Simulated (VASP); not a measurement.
# From an Ansatz input to VASP: AgCl (strained zincblende)

Ansatz input

```yaml
crystal:
  lattice:
    - [0.0, 3.1204591353, 2.9932461729]
    - [3.1204591353, 0.0, 2.9932461729]
    - [3.1204591353, 3.1204591353, 0.0]
  atoms:
    - { symbol: Ag, position: [0.0, 0.0, 0.0] }
    - { symbol: Cl, position: [0.25, 0.25, 0.25] }
kpoints:
  mp_grid: { grid: [8, 8, 8] }
  band_path:
    path:
      - [0.0, 0.0, 0.0]
      - [-0.5, -0.5, 0.0]
      - [-0.375, -0.375, 0.25]
      - [-0.375, 0.0, 0.375]
      - [0.0, 0.0, 0.5]
      - [-0.5, -0.25, 0.25]
    npoints: 1
hamiltonian:
  xc: pbe
scf:
  occupations: { method: fermi_dirac, width: 0.02 }
  n_extra_bands: 4
output:
  forces: true
  stress: true
  eigenvalues: true
```

**Question.** Translate this input to VASP.

**Answer.** 

INCAR

```
IBRION = -1
LASPH = .TRUE.
NSW = 0
ISMEAR = -1
LWAVE = .FALSE.
NELM = 120
NBANDS = 16
SIGMA = 0.02
ENCUT = 520
EDIFF = 1E-7
GGA = PE
LREAL = .FALSE.
PREC = Accurate
ISIF = 2
LCHARG = .FALSE.
```

KPOINTS

```
KPOINTS created by Atomic Simulation Environment
0
Gamma
8 8 8
0 0 0
```

KPOINTS_OPT

```
special points
6
Reciprocal
0.0000000000 0.0000000000 0.0000000000 1
-0.5000000000 -0.5000000000 0.0000000000 1
-0.3750000000 -0.3750000000 0.2500000000 1
-0.3750000000 0.0000000000 0.3750000000 1
0.0000000000 0.0000000000 0.5000000000 1
-0.5000000000 -0.2500000000 0.2500000000 1
```

POSCAR

```
Ag Cl
 1.0000000000000000
     0.0000000000000000    3.1204591353000000    2.9932461729000002
     3.1204591353000000    0.0000000000000000    2.9932461729000002
     3.1204591353000000    3.1204591353000000    0.0000000000000000
 Ag  Cl
   1   1
Cartesian
  0.0000000000000000  0.0000000000000000  0.0000000000000000
  1.5602295676499998  1.5602295676499998  1.4966230864500003
```

VASP ran with the recommended PBE PAW datasets (18 valence electrons in the cell). Other inputs would serve too.

|  | Ansatz | VASP |
| --- | --- | --- |
| gap between bands v and c | 1.32 eV | 1.32 eV |
| least direct gap | 1.32 eV | 1.32 eV |
| pressure | -1.3 GPa | -1.4 GPa |

Each program uses its own PAW datasets. VASP's cell holds 18 valence electrons and Ansatz's 26. Ansatz's stress includes a Pulay correction; VASP's doesn't.
